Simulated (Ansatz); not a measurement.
The system is TiSi2.

```
CELL_PARAMETERS angstrom
0.00000 4.11752 4.26290
2.38951 0.00000 4.26290
2.38951 4.11752 0.00000
ATOMIC_POSITIONS crystal
Ti 0.75000 0.75000 0.75000
Ti 0.50000 0.50000 0.50000
Si 0.41257 0.08743 0.41257
Si 0.08743 0.41257 0.08743
Si 0.16257 0.83743 0.16257
Si 0.83743 0.16257 0.83743
```

The cell is a database's computed one.

Base run:

```yaml
Program: Ansatz 0.2.0
Functional: PBE
Potentials_or_basis: Ansatz PAW
Cutoff: "420 eV (not typed: the program's choice for these potentials)"
k_mesh: 7 × 7 × 7
Occupations: fermi-dirac, width 0.05 eV
Spin: no spin polarisation
Hubbard_terms: Ti d U = 2 eV
```

Its results: band gap on the k mesh none (metal or under the smearing width); pressure 3.6 GPa; largest force 0.038 eV/Å.

Question: The run is repeated on the same cell with these changes: hubbard terms from Ti d U = 2 eV to none; hubbard projectors from ortho-atomic (the default) to none. What comes out?

Answer: Band gap on the k mesh none (metal or under the smearing width); pressure 2.1 GPa; largest force 0.020 eV/Å.

Caveats: U without spin polarisation on a metal has little footing (some runs); the U is typed as a test and isn't derived for this compound (some runs).
